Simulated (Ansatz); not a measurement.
Start from AgI in the wurtzite structure (space group P6_3mc, No. 186; a = 4.5602 Å, c = 7.4505 Å). Axes: x lies along a and z along c of the hexagonal cell.

Method: Ansatz (an electronic-structure program) PBEsol, spin-orbit coupling left out.

One thing is altered: uniaxial strain ε_zz = +5.88 %, all other strain components held at zero, atoms relaxed at fixed cell.

**Question.** Predict the stress tensor and what it implies for the stiffness.

**Answer.** Stress of the strained cell less that of the base (GPa, compression positive):
```
  -1.30    0.00    0.00
   0.00   -1.30    0.00
   0.00    0.00   -2.64
```

Then −Δσ_ii/ε with ε = 0.0588 gives secant stiffness values (nonlinear terms included at this strain): C33 ≈ 45 GPa, C13 ≈ 22 GPa and C23 ≈ 22 GPa.

As a check, the harmonic strain energy −½ V₀ Δσ:ε is 16 meV/atom; the computed energy rise is 17 meV/atom.

Stability against distortions was not tested.
